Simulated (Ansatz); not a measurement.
# Cu (Fm-3m), random displacements

Computed with DFT PBE, scalar-relativistic, plane waves, PAW (Ansatz 0.2.0). The runs took a 420 eV cutoff, a Γ-centred 12×12×12 mesh and Gaussian smearing (0.15 eV). No spin polarisation. Energies are free energies at this smearing, counted from the undisturbed cell; pressure is positive in compression.

Reference structure (as given, not relaxed at this level):

```yaml
crystal:
  lattice:
    - [-3.61500, 3.61500, 0.00000]
    - [-3.61500, 0.00000, 3.61500]
    - [0.00000, 3.61500, 3.61500]
  atoms:
    - { symbol: Cu, position: [0.00000, 0.00000, 0.00000] }
    - { symbol: Cu, position: [0.50000, 0.00000, 0.00000] }
    - { symbol: Cu, position: [0.00000, 0.50000, 0.00000] }
    - { symbol: Cu, position: [0.00000, 0.00000, 0.50000] }
    - { symbol: Cu, position: [0.50000, 0.50000, 0.00000] }
    - { symbol: Cu, position: [0.50000, 0.00000, 0.50000] }
    - { symbol: Cu, position: [0.00000, 0.50000, 0.50000] }
    - { symbol: Cu, position: [0.50000, 0.50000, 0.50000] }
```

The atoms are displaced (Å, in the unstrained cell):

```tsv
atom	ux	uy	uz
Cu1	-0.057	0.198	0.165
Cu2	0.150	-0.250	-0.023
Cu3	-0.200	0.184	-0.108
Cu4	0.078	-0.081	0.299
Cu5	0.229	-0.167	0.081
Cu6	-0.279	0.279	-0.248
Cu7	0.174	-0.261	0.165
Cu8	-0.095	0.098	-0.331
```

Strain (Voigt, engineering shear): (0.0031, 0.0434, 0.0016, -0.0113, 0.0108, 0.0180).

**Question.** What are the energy change, the stress and the forces?

**Answer.** ΔE = 593.7 meV/atom; stress (xx, yy, zz, yz, xz, xy; compression positive) (20.73, 25.73, 16.74, -10.79, -4.59, -12.44) GPa.
```
atom Fx (eV/Å) Fy Fz
 Cu1      -0.14  -2.61  -1.65
 Cu2      -1.29   2.95  -0.44
 Cu3       2.13  -4.01   0.53
 Cu4      -1.46   4.75  -1.93
 Cu5      -2.65   3.17  -0.20
 Cu6       3.17  -5.48   4.09
 Cu7      -0.52   5.30  -2.74
 Cu8       0.75  -4.09   2.34
```

Cost: 1 run of about 5.8 core-minutes, on AMD EPYC 9R45 (Zen 5) (shared hosts).